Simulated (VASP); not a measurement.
# AgCl: GW band gap, scheme by scheme

AgCl, Pm-3m (no. 221), 2 atoms in the cell. PBE, GW; PAW potentials Ag_GW, Cl_GW (PBE set).

| GW scheme | Iterations | Frequency points | Quasiparticle gap on the mesh (eV) | Gap of the starting point on the mesh (eV) | Quasiparticle gap at the zone centre (eV) | Starting gap at the zone centre (eV) | Correction of the gap between the band edges on the mesh (eV) | Time (s) |
|---|---|---|---|---|---|---|---|---|
| G0W0 low-scaling | 1 | 12 | 1.62 | 0.55 | 2.94 | 2.05 | 1.07 | 199 |
| G0W0 | 1 | 48 | 1.67 | 0.55 | 2.93 | 2.05 | 1.12 | 35 |
| evGW | 4 | 48 | 2.39 | 0.55 | 3.65 | 2.05 | 1.84 | 128 |
| QSGW | 5 | 48 | 2.72 | 0.55 | 4.08 | 2.05 | 2.17 | 362 |

Limits: the mesh is coarse: the screening isn't converged, and the gap may still move by about 0.1 eV.

## Input of the first row

INCAR.step1:
```
SYSTEM = AgCl
ALGO = Normal ; EDIFF = 1E-8
ENCUT = 300 ; GGA = PE
ISMEAR = 0 ; KPAR = 4
LASPH = .True. ; LCHARG = .False.
LREAL = .False. ; LWAVE = .True.
NELM = 150 ; PREC = Accurate
SIGMA = 0.05
```

INCAR.step2, as INCAR.step1 but for:
```
- ALGO = Normal
- NELM = 150
+ ALGO = Exact
+ ISTART = 1
+ LOPTICS = .True.
+ NBANDS = 192
+ NELM = 1
```

INCAR.step3:
```
SYSTEM = AgCl
ALGO = G0W0R ; ENCUT = 300
ENCUTGW = 160 ; GGA = PE
ISMEAR = 0 ; ISTART = 1
LASPH = .True. ; LCHARG = .False.
LFOCKSTD = .True. ; LREAL = .False.
LWAVE = .False. ; MAXMEM = 1800
NBANDS = 192 ; NBANDSGW = 13
NOMEGA = 12 ; PREC = Accurate
PRECFOCK = Fast ; SIGMA = 0.05
```

KPOINTS:
```
k-points
0
Gamma
  4 4 4
```

POSCAR:
```
AgCl
1.0
    3.4339730000      0.0000000000      0.0000000000
    0.0000000000      3.4339730000      0.0000000000
    0.0000000000      0.0000000000      3.4339730000
Ag Cl
1 1
Direct
    0.0000000000      0.0000000000      0.0000000000
    0.5000000000      0.5000000000      0.5000000000
```

Commands (each step's output is kept before the next begins):
```
cat potpaw_PBE.64/Ag_GW/POTCAR potpaw_PBE.64/Cl_GW/POTCAR > POTCAR
cp INCAR.step1 INCAR
mpirun -np 4 vasp_std > vasp.out
cp INCAR.step2 INCAR
mpirun -np 4 vasp_std > vasp.out
cp INCAR.step3 INCAR
mpirun -np 4 vasp_std > vasp.out
```

Changes of the last row against the first:
```
(step 3)
- ALGO = G0W0R
- NBANDSGW = 13
- NOMEGA = 12
- MAXMEM = 1800
- LFOCKSTD = True
+ ALGO = QPGW
+ NBANDSGW = 19
+ NOMEGA = 48
+ NELMGW = 5
+ LOPTICS = True
+ LPEAD = True
+ KPAR = 4
```

VASP 6.6.1 took 199 s on 4 cores (Intel Xeon 6975P-C (Granite Rapids)), a shared host.
